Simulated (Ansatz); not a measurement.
ZrB2 under changes of volume

One of the cells (10.249 Å³/atom); the others are scaled copies at fixed shape and fractional positions:

```
Zr B
1.0
     3.17000    0.00000    0.00000
    -1.58500    2.74530    0.00000
     0.00000    0.00000    3.53300
Zr B
1 2
Direct
  0.00000 0.00000 0.00000
  0.66667 0.33333 0.50000
  0.33333 0.66667 0.50000
```

```yaml
Program: Ansatz 0.2.0
Functional: PBE
Potentials_or_basis: Ansatz PAW
Cutoff: "420 eV (not typed: the program's choice for these potentials)"
k_mesh: 10 × 10 × 8
Occupations: fermi-dirac, width 0.05 eV
Spin: no spin polarisation
```

```tsv
volume (Å³/atom)	energy over the lowest point (meV/atom)	pressure (GPa)
9.634	33.83	17.7
9.839	?	?
10.044	4.19	5.9
10.249	0.00	0.8
10.454	1.98	-3.8
10.659	9.59	-8.0
10.864	22.32	-11.8
```

Task: What does the run at 9.839 Å³/atom give?

Result: Energy over the lowest point 15.23 meV/atom; pressure 11.5 GPa.

Worked out: A Birch-Murnaghan fit of order 3 (a polynomial in V^(-2/3)) to the other rows has its minimum at 10.28 Å³/atom with B0 = V·E''(V) = 239 GPa and B' = 3.9 at fixed shape and positions, which overstates the stiffness. It gives 15.24 meV/atom at 9.839 Å³/atom, against the run's 15.23, and -dE/dV = 11.5 GPa, against 11.5.

Energies are extrapolated to zero smearing.
